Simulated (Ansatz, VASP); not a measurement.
**One calculation of Hg, two programs**

```
CELL_PARAMETERS angstrom
3.59457 0.00000 0.00000
-1.79729 3.11299 0.00000
0.00000 0.00000 5.61225
ATOMIC_POSITIONS crystal
Hg 0.66667 0.33333 0.75000
Hg 0.33333 0.66667 0.25000
```

Alike in both runs: functional PBE; k mesh 12 × 12 × 6; occupations gaussian, width 0.02 eV; no spin polarisation.

Ansatz relaxed the structure, and its values are those at the end. VASP's run is a single point on that final structure, the one shown.

```csv
,VASP,Ansatz
version,VASP 6.6.1,Ansatz 0.2.0
potentials or method,"VASP PAW PBE potentials, release 64 (Hg)","scalar-relativistic, plane waves, PAW"
plane-wave cutoff (eV),520,420
valence electrons in the cell,24,40
```

Ansatz gave:

```
gap on the k mesh at the Fermi level (eV) : 0.34
least direct gap on the mesh (eV)         : 1.35
pressure (GPa)                            : 0.0
```

Task: What did VASP give for the same quantities?

Result: gap on the k mesh at the Fermi level (eV): 0.35; least direct gap on the mesh (eV): 1.36; pressure (GPa): 0.0.

The two sets of potentials don't hold the same shells in valence.

Caveats: spin-orbit coupling is left out, which moves the levels of the heavy elements.
